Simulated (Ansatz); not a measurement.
CdTe:

```
Te Cd
1.0
     0.00000    3.20500    3.20500
     3.20500    0.00000    3.20500
     3.20500    3.20500    0.00000
Te Cd
1 1
Direct
  0.75000 0.75000 0.75000
  0.00000 0.00000 0.00000
```

Base run:

- Program: Ansatz 0.2.0
- Functional: PBE0
- Potentials or basis: all-electron PAW datasets made for the crystal
- Cutoff: 270 eV (chosen from the basis error)
- k mesh: 6 × 6 × 6
- Occupations: fermi-dirac, width 0.05 eV
- Spin: no spin polarisation

Its results: band gap on the k mesh 2.35 eV, direct; pressure 3.2 GPa.

Task: The run is repeated on the same cell with these changes: functional from PBE0 to PBEsol; cutoff from 270 eV (chosen from the basis error) to 240 eV (chosen from the basis error). What comes out?

Result: Band gap on the k mesh 0.76 eV, direct; pressure 1.7 GPa.

PBE0 gives the wider gap, since exact exchange removes part of the self-interaction.

Caveats: spin-orbit coupling is left out, which moves the levels of the heavy elements.

The runs don't all hold the same shells in valence.
